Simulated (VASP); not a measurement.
Wanted: the native input for a VASP 6.6.1 run.

| Property | Result |
| --- | --- |
| Task | single point |
| Functional | RPBE |
| Potentials or basis | VASP PAW PBE potentials, release 64 (Lu) |
| Cutoff | 520 eV |
| k mesh | 16 × 16 × 16 |
| Occupations | fermi-dirac, width 0.1 eV |
| Spin | no spin polarisation |
| Dipole correction | no |
| Further INCAR settings | ALGO = Normal; EDIFF = 1e-06; NBANDS = 18 |

The structure of Lu lies in POSCAR:

```
Lu
1.0
    3.2687482046      0.0000000000      0.0000000000
    0.0000000000      3.2687482046      0.0000000000
    0.0000000000      0.0000000000      3.2687482046
Lu
1
Direct
    0.0000000000      0.0000000000      0.0000000000
```

This isn't the form of Lu at room conditions, which is hcp.

These files were run (other wordings do the same):

INCAR

```
SYSTEM = Lu
  PREC = Accurate
  ENCUT = 520
  EDIFF = 1E-6
  ISMEAR = -1
  SIGMA = 0.1
  LREAL = .FALSE.
  LASPH = .TRUE.
  NELM = 100
  ALGO = Normal
  ISIF = 2
  LWAVE = .FALSE.
  LCHARG = .FALSE.
  GGA = RP
  NBANDS = 18
```

KPOINTS

```
Automatic mesh
0
G
  16 16 16
  0 0 0
```

Potentials or basis: VASP PAW PBE potentials, release 64 (Lu).

Launch:

```sh
$ cat potpaw_PBE.64/Lu/POTCAR > POTCAR
$ mpirun -np 1 vasp_std > vasp.out
```

It gave:

The pressure is 0.0 GPa and the band gap on the k mesh is none (metal or under the smearing width).

Caveat: the PAW data sets were made with another functional, which shifts forces and pressure a little.

Run time: 30 s on 1 thread of AMD EPYC 9R45 96-Core Processor (Zen 5), with other jobs on the host, peak memory 0.19 GiB.
